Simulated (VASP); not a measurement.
# MgB2 (P6/mmm) in VASP: relaxation of cell and atoms with PBE

Aim: the relaxation of cell and atoms of MgB2 with PBE.

Program: VASP 6.6.1. These are calculated values, not measurements. Logs are shortened: lines on timing, memory, paths and dates and some standing lists are left out, and cuts for length are marked.

## (1) The structure

The structure is hexagonal, space group P6/mmm (No. 191). The conventional cell has a = 3.085 Å, b = 3.085 Å, c = 3.523 Å, α = 90.00°, β = 90.00°, γ = 120.00°. Around Mg (site symmetry 6/mmm) lie 12 B at 2.51 Å. Around B (site symmetry -6m2) lie 3 B at 1.78 Å.

## (2) Relaxation of cell and atoms, PBE

Contents of INCAR:

```
  PREC = Accurate
  ENCUT = 600
  EDIFF = 1E-6
  ISMEAR = -1
  SIGMA = 0.05
  LREAL = F
  LASPH = T
  NELM = 100
  ALGO = Normal
  ISIF = 3
  LWAVE = F
  LCHARG = F
  GGA = PE
  IBRION = 2
  NSW = 40
  EDIFFG = -0.02
```

Contents of KPOINTS:

```
regular mesh
0
Gamma
  18 18 14
```

Contents of POSCAR:

```
MgB2
1.0
    3.0850000000      0.0000000000      0.0000000000
   -1.5425000000      2.6716883707      0.0000000000
    0.0000000000      0.0000000000      3.5230000000
Mg B
1 2
Direct
    0.0000000000      0.0000000000      0.0000000000
    0.3333333333      0.6666666667      0.5000000000
    0.6666666667      0.3333333333      0.5000000000
```

Potentials or basis: VASP PAW PBE potentials, release 64 (Mg, B).

Launch:

```sh
$ cat potpaw_PBE.64/Mg/POTCAR potpaw_PBE.64/B/POTCAR > POTCAR
$ mpirun -np 1 vasp_std > vasp.out
```

OUTCAR:

```text
PREC = Accurate
   ENCUT = 600
   EDIFF = 1E-6
   ISMEAR = -1
   LREAL = F
   LASPH = T
   NELM = 100
   ISIF = 3
   GGA = PE
   IBRION = 2
   NSW = 40
   EDIFFG = -0.02

 ion  position               nearest neighbor table
   1  0.000  0.000  0.000-   2 2.51   3 2.51   2 2.51   3 2.51   3 2.51   3 2.51   2 2.51   2 2.51
                             3 2.51   3 2.51   2 2.51   2 2.51
   2  0.333  0.667  0.500-   3 1.78   3 1.78   3 1.78   1 2.51   1 2.51   1 2.51   1 2.51   1 2.51
                             1 2.51
   3  0.667  0.333  0.500-   2 1.78   2 1.78   2 1.78   1 2.51   1 2.51   1 2.51   1 2.51   1 2.51
                             1 2.51

  LATTYP: Found a hexagonal cell.
 ALAT       =     3.0850000000
 C/A-ratio  =     1.1419773096

  Lattice vectors:

 A1 = (   3.0850000000,   0.0000000000,   0.0000000000)
 A2 = (  -1.5425000000,   2.6716883707,   0.0000000000)
 A3 = (   0.0000000000,   0.0000000000,   3.5230000000)

Analysis of symmetry for initial positions (statically):
=====================================================================
 Subroutine PRICEL returns:
 Original cell was already a primitive cell.

 Routine SETGRP: Setting up the symmetry group for a
 hexagonal supercell.

 Subroutine GETGRP returns: Found 24 space group operations
 (whereof 24 operations were pure point group operations)
 out of a pool of 24 trial point group operations.

The static configuration has the point symmetry D_6h.

Analysis of symmetry for dynamics (positions and initial velocities):
=====================================================================
 Subroutine PRICEL returns:
 Original cell was already a primitive cell.

 Routine SETGRP: Setting up the symmetry group for a
 hexagonal supercell.

 Subroutine GETGRP returns: Found 24 space group operations
 (whereof 24 operations were pure point group operations)
 out of a pool of 24 trial point group operations.

The dynamic configuration has the point symmetry D_6h.

 Subroutine INISYM returns: Found 24 space group operations
 (whereof 24 operations are pure point group operations),
 and found     1 'primitive' translations

----------------------------------------------------------------------------------------

                                     Primitive cell

  volume of cell :      29.0371

  direct lattice vectors                    reciprocal lattice vectors
     3.085000000  0.000000000  0.000000000     0.324149109  0.187147575  0.000000000
    -1.542500000  2.671688371  0.000000000     0.000000000  0.374295150  0.000000000
     0.000000000  0.000000000  3.523000000     0.000000000  0.000000000  0.283848992

  length of vectors
     3.085000000  3.085000000  3.523000000     0.374295150  0.374295150  0.283848992

  position of ions in fractional coordinates (direct lattice)
     0.000000000  0.000000000  0.000000000
     0.333333333  0.666666667  0.500000000
     0.666666667  0.333333333  0.500000000

  ion indices of the primitive-cell ions
   primitive index   ion index
                 1           1
                 2           2
                 3           3

----------------------------------------------------------------------------------------

 KPOINTS: regular mesh

Automatic generation of k-mesh.
 Grid dimensions read from file:
 generate k-points for:   18   18   14

 Generating k-lattice:

  Cartesian coordinates                     Fractional coordinates (reciprocal lattice)
     0.018008284  0.010397088  0.000000000     0.055555556  0.000000000  0.000000000
     0.000000000  0.020794175  0.000000000     0.000000000  0.055555556  0.000000000
     0.000000000  0.000000000  0.020274928     0.000000000  0.000000000  0.071428571

  Length of vectors
     0.020794175  0.020794175  0.020274928

  Shift w.r.t. Gamma in fractional coordinates (k-lattice)
     0.000000000  0.000000000  0.000000000

 Subroutine IBZKPT returns following result:
 ===========================================

 Found    296 irreducible k-points:

 Following reciprocal coordinates:
            Coordinates               Weight
  0.000000  0.000000  0.000000      1.000000
  0.055556 -0.000000  0.000000      6.000000
  0.111111 -0.000000  0.000000      6.000000
  0.166667 -0.000000  0.000000      6.000000
  0.222222 -0.000000  0.000000      6.000000
  0.277778  0.000000  0.000000      6.000000
[... 16 lines left out ...]
  0.333333  0.111111  0.000000     12.000000
  0.388889  0.111111  0.000000     12.000000
 [... further k-points ...]
   k-points           NKPTS =    296   k-points in BZ     NKDIM =    296   number of bands    NBANDS=      8
   number of dos      NEDOS =    301   number of ions     NIONS =      3
   total plane-waves  NPLWV =  21952
   dimension x,y,z NGX =    28 NGY =   28 NGZ =   28
   dimension x,y,z NGXF=    56 NGYF=   56 NGZF=   56
   ions per type =               1   2
   NGX,Y,Z   is equivalent  to a cutoff of  15.09, 15.09, 13.21 a.u.
   NGXF,Y,Z  is equivalent  to a cutoff of  30.18, 30.18, 26.43 a.u.
 SYSTEM =  unknown system
   PREC   = accura    normal or accurate (medium, high low for compatibility)
   ISTART =      0    job   : 0-new  1-cont  2-samecut
   ICHARG =      2    charge: 1-file 2-atom 10-const
   ISPIN  =      1    spin polarized calculation?
   LNONCOLLINEAR =      F non collinear calculations
   LSORBIT =      F    spin-orbit coupling
   LASPH  =      T    aspherical Exc in radial PAW
   ENCUT  =  600.0 eV  44.10 Ry    6.64 a.u.   6.16  6.16  7.04*2*pi/ulx,y,z
   NELM   =    100;   NELMIN=  2; NELMDL= -5     # of ELM steps
   EDIFF  = 0.1E-05   stopping-criterion for ELM
   LREAL  =      F    real-space projection
   EDIFFG = -.2E-01   stopping-criterion for IOM
   NSW    =     40    number of steps for IOM
   IBRION =      2    ionic relax: 0-MD 1-quasi-New 2-CG
   NFREE  =      1    steps in history (QN), initial steepest desc. (CG)
   ISIF   =      3    stress and relaxation
   ISYM   =      2    0-nonsym 1-usesym 2-fastsym
   POTIM  = 0.5000    time-step for ionic-motion
   TEBEG  =    0.0;   TEEND  =   0.0 temperature during run
   PSTRESS=    0.0 pullay stress
   NELECT =       8.0000    total number of electrons
   NUPDOWN=      -1.0000    fix difference up-down
   EMIN   =  10.00;   EMAX   =-10.00  energy-range for DOS
   EFERMI =   0.00;   METHOD = LEGACY
   ISMEAR =    -1;   SIGMA  =   0.05  broadening in eV -4-tet -1-fermi 0-gaus
   EFERMI_NEDOS =   21; number of points for ismear=-14 and -15
   IALGO  =     38    algorithm
   IMIX   =      4    mixing-type and parameters
     AMIX     =   0.40;   BMIX     =  1.00
     AMIX_MAG =   1.60;   BMIX_MAG =  1.00
  volume/ion in A,a.u.               =       9.68        65.32
  Fermi-wavevector in a.u.,A,eV,Ry     =   1.065255  2.013040 15.439462  1.134768
  Thomas-Fermi vector in A             =   2.200801
   LORBIT       =      0    0 simple, 1 ext, 2 COOP (PROOUT), +10 PAW based schemes
   GGA     = PE    functional components
   LHFCALC =     F    Hartree Fock is set to
   AEXX    =    0.0000 exact exchange contribution
   IVDW    =     0    specifies the selected vdW correction
   LEPSILON=     F    determine dielectric tensor
   LRPA    =     F    only Hartree local field effects (RPA)
 conjugate gradient relaxation of ions
 non-spin polarized calculation
  energy-cutoff  :      600.00
  volume of cell :       29.04
 maximum number of plane-waves:       986
 NGX is ok and might be reduce to    28
   NGX = 13   NGY = 13   NGZ = 15

--------------------------------------- Ionic step        1  -------------------------------------------

 number of electron       8.0000000 magnetization

 Free energy of the ion-electron system (eV)
  ---------------------------------------------------
  ext. energy  EPLUGINS =         0.00000000
  ---------------------------------------------------
  free energy    TOTEN  =       -15.32765725 eV

  energy without entropy =      -15.32250732  energy(sigma->0) =      -15.32508228

------------------------ aborting loop because EDIFF is reached ----------------------------------------

  FORCE on cell =-STRESS in cart. coord.  units (eV):
  Direction    XX          YY          ZZ          XY          YZ          ZX
  --------------------------------------------------------------------------------------
  -------------------------------------------------------------------------------------
  Total       -0.3127475     -0.3127475     -0.0864844      0.0000000      0.0000000      0.0000000
  in kB      -17.2564232    -17.2564232     -4.7719353      0.0000000      0.0000000      0.0000000
  external PRESSURE =     -13.0949272 kB  Pullay stress =       0.0000000 kB
[... 59 lines left out ...]
  energy  without entropy=      -15.3234779337  energy(sigma->0) =      -15.32602675

--------------------------------------- Ionic step        3  -------------------------------------------

 number of electron       8.0000000 magnetization

 Free energy of the ion-electron system (eV)
  ---------------------------------------------------
  ext. energy  EPLUGINS =         0.00000000
  ---------------------------------------------------
  free energy    TOTEN  =       -15.32879834 eV

  energy without entropy =      -15.32368914  energy(sigma->0) =      -15.32624374

 E-fermi :   5.2998     XC(G=0): -10.9417

 val. band max:        5.2994073586   @ k =   0.0556   0.0556   0.0714
 cond. band min:       5.3422533972   @ k =   0.2778   0.2222   0.0000
 fundamental gap:      0.0428460386
 Fermi energy:         5.2998218585

 k-point     1 :       0.0000    0.0000    0.0000
  band No.  band energies     occupation
      1      -7.1458      2.00000
      2       2.3421      2.00000
      3       5.6940      0.00075
      4       5.6940      0.00075
      5       6.9526      0.00000
      6      11.6765      0.00000
      7      11.6765      0.00000
      8      13.5197      0.00000
[... 243 lines left out ...]
 k-point    24 :       0.3889    0.1111    0.0000
  band No.  band energies     occupation
      1      -3.6718      2.00000
      2      -1.7344      2.00000
      3       2.2975      2.00000
      4       5.4358      0.12373
      5       8.6520      0.00000
      6       9.9379      0.00000
      7      10.8327      0.00000
      8      12.9179      0.00000

 [... further k-points ...]

------------------------ aborting loop because EDIFF is reached ----------------------------------------

  FORCE on cell =-STRESS in cart. coord.  units (eV):
  Direction    XX          YY          ZZ          XY          YZ          ZX
  --------------------------------------------------------------------------------------
  -------------------------------------------------------------------------------------
  Total        0.0008990      0.0008990      0.0009165     -0.0000000      0.0000000      0.0000000
  in kB        0.0500031      0.0500031      0.0509718     -0.0000000      0.0000000      0.0000000
  external PRESSURE =       0.0503260 kB  Pullay stress =       0.0000000 kB
[... 18 lines left out ...]
  FREE ENERGIE OF THE ION-ELECTRON SYSTEM (eV)
  ---------------------------------------------------
  free  energy   TOTEN  =       -15.3287983412 eV

  energy  without entropy=      -15.3236891416  energy(sigma->0) =      -15.32624374

 reached required accuracy - stopping structural energy minimisation
```

It took 1.7 min on 1 thread of Intel Xeon Platinum 8559C (Emerald Rapids), shared host; peak memory 0.24 GiB.

Results:

| Item | Value |
| --- | --- |
| Free energy | -15.3288 eV |
| Relaxed volume | 9.60 Å³/atom |
| Relaxed cell | a = 3.074 Å, b = 3.074 Å, c = 3.520 Å, α = 90.00°, β = 90.00°, γ = 120.00° |
| Space group after relaxing (to 0.05 Å) | P6/mmm (No. 191) |
| Energy gained by relaxing | 0.4 meV/atom |
| Ionic steps | 3 |
| Pressure after relaxing | 0.0 GPa |
| Band gap on the k mesh | none (metal or under the smearing width) |

The path:
| step | energy change (eV) | largest force (eV/Å) | pressure (GPa) | volume (Å³) |
| --- | --- | --- | --- | --- |
| 1 | 0.0000 | 0.0000 | -1.31 | 29.04 |
| 2 | -0.0009 | 0.0000 | 0.60 | 28.71 |
| 3 | -0.0011 | 0.0000 | 0.01 | 28.81 |

Final structure:
```
Mg B
1.0
     3.07422    0.00000    0.00000
    -1.53711    2.66235    0.00000
     0.00000    0.00000    3.51959
Mg B
1 2
Direct
  0.00000 0.00000 0.00000
  0.33333 0.66667 0.50000
  0.66667 0.33333 0.50000
```
